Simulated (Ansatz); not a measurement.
A run on tert-butanol with other settings.

```yaml
crystal:
  periodic: [false, false, false]
  atoms:
    - {symbol: C, position_ang: [-1.254861, 0.504803, 0.475813]}
    - {symbol: C, position_ang: [0.092848, 0.168977, 0.002940]}
    - {symbol: C, position_ang: [1.022267, -0.412236, 0.961994]}
    - {symbol: C, position_ang: [0.050069, -0.720709, -1.206299]}
    - {symbol: O, position_ang: [0.754494, 1.421072, -0.496884]}
    - {symbol: H, position_ang: [-1.162693, 1.128662, 1.337487]}
    - {symbol: H, position_ang: [-1.854434, 1.003031, -0.248603]}
    - {symbol: H, position_ang: [-1.706066, -0.419824, 0.848406]}
    - {symbol: H, position_ang: [1.090183, 0.390405, 1.943620]}
    - {symbol: H, position_ang: [2.057845, -0.561260, 0.650209]}
    - {symbol: H, position_ang: [0.617835, -1.327612, 1.420573]}
    - {symbol: H, position_ang: [-0.413524, -1.740569, -0.896975]}
    - {symbol: H, position_ang: [1.000494, -0.940703, -1.685023]}
    - {symbol: H, position_ang: [-0.554676, -0.287926, -1.993946]}
    - {symbol: H, position_ang: [0.193718, 1.791446, -1.148672]}
basis:
  gaussian: {orbitals: aug-cc-pVTZ}
hamiltonian: {xc: {name: B97M-V}}
output: {forces: true}
```

```sh
$ ansatz run in.yaml --threads 2 --pin off --events-out ev --progress --plain --max-ram 32768MiB --backend cuda --devices 0, --max-vram 18GiB
```

It prints (some lines left out):

```
Functional definition: B97M-V
1647 factors; their error is unknown
mean field evaluation 1: about -6342.2959 eV, gradient 8.7e1 eV
mean field evaluation 2: about -6297.6871 eV, gradient 1.6e2 eV
mean field evaluation 4: about -6359.5044 eV, gradient 1.3e1 eV
mean field evaluation 8: about -6359.8088 eV, gradient 5.0e-1 eV
mean field evaluation 16: about -6359.7595 eV, gradient 5.3e-4 eV
mean field -6359.75951808 eV, -233.7168514898 hartree, gradient 7.1e-5 eV, S^2 0.000000; 0 other end points of the search recorded, 0 dependent functions left out
reference -6359.75961435 eV, -233.7168550276 hartree; 21, 21 occupied and 439, 439 virtual orbitals, 1647 factors
Total energy: -6359.75961435 eV, -233.7168550276 hartree
Atom 0 at    -1.254861     0.504803     0.475813 Å, force    -0.123164    -0.945925     1.567696 eV/Å
Atom 1 at     0.092848     0.168977     0.002940 Å, force     1.712362     1.386500    -3.297769 eV/Å
Atom 2 at     1.022267    -0.412236     0.961994 Å, force     0.610682     1.792598     4.960961 eV/Å
Atom 3 at     0.050069    -0.720709    -1.206299 Å, force    -1.193708    -2.407589    -0.161404 eV/Å
Atom 4 at     0.754494     1.421072    -0.496884 Å, force     0.520101    -1.109069     1.711523 eV/Å
Atom 5 at    -1.162693     1.128662     1.337487 Å, force    -0.044741     0.590905     0.480375 eV/Å
Atom 6 at    -1.854434     1.003031    -0.248603 Å, force    -0.422562     0.046845    -0.568327 eV/Å
Atom 7 at    -1.706066    -0.419824     0.848406 Å, force    -0.391807     0.243934    -0.338752 eV/Å
Atom 8 at     1.090183     0.390405     1.943620 Å, force    -0.036909    -2.176143    -2.575340 eV/Å
Atom 9 at     2.057845    -0.561260     0.650209 Å, force    -0.528935     0.073078    -0.296028 eV/Å
Atom 10 at     0.617835    -1.327612     1.420573 Å, force     0.251569     0.300166    -0.381596 eV/Å
Atom 11 at    -0.413524    -1.740569    -0.896975 Å, force     0.643155     1.627115    -0.734019 eV/Å
Atom 12 at     1.000494    -0.940703    -1.685023 Å, force     0.192216     0.175146     0.508149 eV/Å
Atom 13 at    -0.554676    -0.287926    -1.993946 Å, force    -0.374644    -0.025249    -0.008540 eV/Å
Atom 14 at     0.193718     1.791446    -1.148672 Å, force    -0.813615     0.427687    -0.866930 eV/Å
Dipole moment:    -0.301229    -0.190097    -0.078497 e Å
```

Run time 8 s (2 threads of an AMD EPYC 7R13 on a shared host and a share of an NVIDIA H100 80 GB); peak host memory 1 GiB.
